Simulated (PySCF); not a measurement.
Here is a PySCF 2.14.0 calculation.

Contents of run.py:

```python
import json
import numpy as np
from pyscf.pbc import gto, scf, dft, df

cell = gto.Cell()
cell.a = '''
 -1.9796595667    1.9796595667    1.9796595667
  1.9796595667   -1.9796595667    1.9796595667
  1.9796595667    1.9796595667   -1.9796595667'''
cell.atom = '''
Pb   0.0000000000    0.0000000000    0.0000000000'''
cell.unit = 'A'
cell.basis = 'DZVP-MOLOPT-SR-GTH-q4'
cell.pseudo = 'GTH-PBE-q4'
cell.ke_cutoff = 58  # hartree
cell.exp_to_discard = 0.02
cell.precision = 1e-08
cell.space_group_symmetry = True
cell.symmorphic = False
cell.max_memory = 2940  # MB
cell.verbose = 4
cell.build()

res = {}
kpts = cell.make_kpts([9, 9, 9], space_group_symmetry=True, time_reversal_symmetry=True)
cell.space_group_symmetry = False  # the mesh holds the operations; no search on the supercells of the integral code
mf = dft.KRKS(cell, kpts, xc='pbe')
mf = mf.multigrid_numint()
mf = mf.smearing(sigma=0.00183747, method='fermi')  # hartree
mf.conv_tol = 1e-07
mf.max_cycle = 60

mf.kernel()
res.update(converged=bool(mf.converged), e_tot=mf.e_tot, nelec=cell.nelectron, nao=cell.nao, mesh=list(map(int, cell.mesh)), a=cell.lattice_vectors().tolist(), coords=cell.atom_coords().tolist(),
           mo_energy=[np.real(x).tolist() for x in mf.mo_energy], mo_occ=[np.real(x).tolist() for x in mf.mo_occ])
res.update(e_free=mf.e_free, e_zero=mf.e_zero)
res.update(kpts=kpts.kpts_scaled_ibz.tolist(), weights=kpts.weights_ibz.tolist())
res['parts'] = {k: float(np.real(v)) for k, v in mf.scf_summary.items() if np.isscalar(v)}
json.dump(res, open('results.json', 'w'))
if not mf.converged:
    raise SystemExit('SCF not converged')

print('levels (eV)')
for i, kp in enumerate(res['kpts'][:40]):
    print('k %7.4f %7.4f %7.4f  ' % tuple(kp), ' '.join('%.3f' % (x * 27.211386) for x in res['mo_energy'][i][:7]))

mf = mf.to_khf()  # unfold to the whole mesh
kpts = mf.kpts
# Mulliken populations
dm, s = np.asarray(mf.make_rdm1()), np.asarray(mf.get_ovlp())
sites = cell.aoslice_by_atom()[:, 2:]
tot = np.einsum('kij,kji->i', dm, s).real / len(kpts)
res['mulliken'] = [cell.atom_charge(i) - tot[a0:a1].sum() for i, (a0, a1) in enumerate(sites)]
print('Mulliken charges', np.round(res['mulliken'], 5))

# density of states, Gaussians of 0.15 eV
e = np.asarray(mf.mo_energy).real.reshape(1, -1) * 27.211386
ef = mf.get_fermi()
ef = np.max(ef) * 27.211386
x = np.arange(-15, 10.01, 0.1) + round(ef, 1)
dos = np.exp(-((x[:, None, None] - e) / 0.15) ** 2 / 2).sum(-1).T / (0.15 * np.sqrt(2 * np.pi) * len(kpts)) * 2
res.update(dos_e=x.tolist(), dos=dos.tolist())
for a, b in zip(x[::5], dos.T[::5]):
    print('%8.2f' % a, ' '.join('%9.4f' % y for y in b))

# density on a uniform mesh
grids = dft.gen_grid.UniformGrids(cell)
grids.mesh = [19, 19, 19]
grids.build()
ni = dft.numint.KNumInt()
rho = [ni.get_rho(cell, x, grids, kpts) for x in [dm]]
np.save('rho.npy', np.reshape(rho, (-1, *grids.mesh)))
res['done'] = True
json.dump(res, open('results.json', 'w'))
```

Potentials or basis: DZVP-MOLOPT-SR/GTH-PBE (potentials made for PBE).

Launch:

```console
$ OMP_NUM_THREADS=2 python -u run.py > log
```

Estimate the band gap on the k mesh.

none (metal or under the smearing width).

States per cell in windows of 0.5 eV (zero at the Fermi level; states under -8 eV left out):
| from (eV) | total |
| --- | --- |
| -8.0 | 0.38 |
| -7.5 | 0.35 |
| -7.0 | 0.08 |
| -6.5 | 0.06 |
| -6.0 | 0.03 |
| -5.5 | 0.01 |
| -5.0 | 0.00 |
| -4.5 | 0.00 |
| -4.0 | 0.09 |
| -3.5 | 0.19 |
| -3.0 | 0.29 |
| -2.5 | 0.41 |
| -2.0 | 0.17 |
| -1.5 | 0.33 |
| -1.0 | 0.22 |
| -0.5 | 0.29 |
| 0.0 | 0.38 |
| 0.5 | 0.23 |
| 1.0 | 0.30 |
| 1.5 | 0.26 |
| 2.0 | 0.38 |
| 2.5 | 0.37 |
| 3.0 | 0.34 |
| 3.5 | 0.14 |
| 4.0 | 0.32 |
| 4.5 | 0.58 |
| 5.0 | 0.39 |
| 5.5 | 0.28 |
| 6.0 | 0.08 |
| 6.5 | 0.14 |
| 7.0 | 0.12 |
| 7.5 | 0.18 |

Caveat: the basis of atomic orbitals isn't converged, which shifts pressures, moduli and gaps. Spin-orbit coupling is left out, which matters for the levels of Pb.
